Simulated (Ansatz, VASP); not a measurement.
## La: VASP beside Ansatz

```
CELL_PARAMETERS angstrom
2.94828 0.00000 0.00000
0.00000 2.94828 0.00000
0.00000 0.00000 2.94828
ATOMIC_POSITIONS crystal
La 0.00000 0.00000 0.00000
```

Change from the starting cell: volume scaled by 0.8, LAPW.

Alike in both runs: task single point; functional LDA; k mesh 13 × 13 × 13; occupations fermi-dirac, width 0.05 eV; no spin polarisation.

```csv
,VASP,Ansatz
version,VASP 6.6.1,Ansatz 0.2.0
potentials or method,"VASP PAW LDA potentials, release 64 (La), cutoff 520 eV","all-electron LAPW, scalar-relativistic"
```

Ansatz gave:

* pressure (GPa): 10.1

Q: What did VASP give for the same quantities?

A: Pressure (GPa): 9.8.

Ansatz ran all-electron here, so the differences hold the error of VASP's frozen core and of both bases.

Spin-orbit coupling is left out, which matters for the levels of La.
